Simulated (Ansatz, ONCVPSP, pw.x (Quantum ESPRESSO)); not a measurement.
**From atom to crystal: ONCV potential for boron**

* Element: B
* Generator: ONCVPSP 4.0.1.1 (patched build)
* Type: optimised norm-conserving Vanderbilt (ONCV)
* Functional: PBEsol
* Relativity: scalar-relativistic
* Frozen core: [He]
* Valence charge: 3
* Reference configuration: 2s1.5 2p1.5
* Partial waves: 2s: rc 1.55 bohr, ncon 5, nbas 8, qcut 4.9 1/bohr, 2 projectors, debl 1 Ha; 2p: rc 3.25 bohr, ncon 3, nbas 7, qcut 4.7 1/bohr, 2 projectors, debl 0.6 Ha
* Local potential: polynomial inside 1.15 bohr (lpopt 5, dvloc0 -1 Ha)
* Core correction: Teter function, fcfact 5.25, rcfact 1.5

Crystal test: fcc B in pw.x 7.5, no spin, 18³ k-points, Fermi–Dirac smearing 0.01 Ry, cutoffs 105/420 Ry. The reference is all-electron LAPW (Ansatz 0.2.0) with the same functional, mesh and smearing; V0 and B0 come from Birch–Murnaghan fits to the pressures at five volumes. Errors are pseudo minus all-electron; Δ is the rms difference of the E(V) curves that follow from these fits, minima aligned, over ±6 % about the mean V0. Mesh and smearing are coarse, so the numbers serve the comparison and aren't converged zero-temperature values; the lattice is a test structure that the element need not adopt.

All-electron: a0 = 2.856 Å (V0 = 5.83 Å³/atom), B0 = 278.7 GPa.

How far does the potential miss the all-electron equation of state?

mean pressure error (GPa): -60.92. The pressure does not cross zero within the volumes sampled, so no fit is given. The largest radius (3.25 bohr) exceeds half the bond length (1.91 bohr), so the spheres overlap, which is one possible source of error among others. This is a poor potential for the solid.

```tsv
V (Å³/atom)	P all-electron (GPa)	P pseudo (GPa)
5.544	15.12	-58.05
5.690	6.84	-59.51
5.836	-0.51	-60.78
5.982	-7.04	-61.88
6.128	-12.83	-62.80
```

At the middle volume, how do free energy and pressure move when the wave cutoff is lowered (ecutrho kept at four times it)?

```json
{"cutoff (Ry)": "47", "shift of F (meV/atom)": "+6.2", "shift of P (GPa)": "-0.12"}
{"cutoff (Ry)": "63", "shift of F (meV/atom)": "+2.7", "shift of P (GPa)": "+0.18"}
{"cutoff (Ry)": "84", "shift of F (meV/atom)": "+2.2", "shift of P (GPa)": "+0.12"}
```

The run at the middle volume (195 k-points, 5 iterations) took about 14 s on one core of a shared host (Neoverse-N1, 64 threads, 124 GiB, load 47).
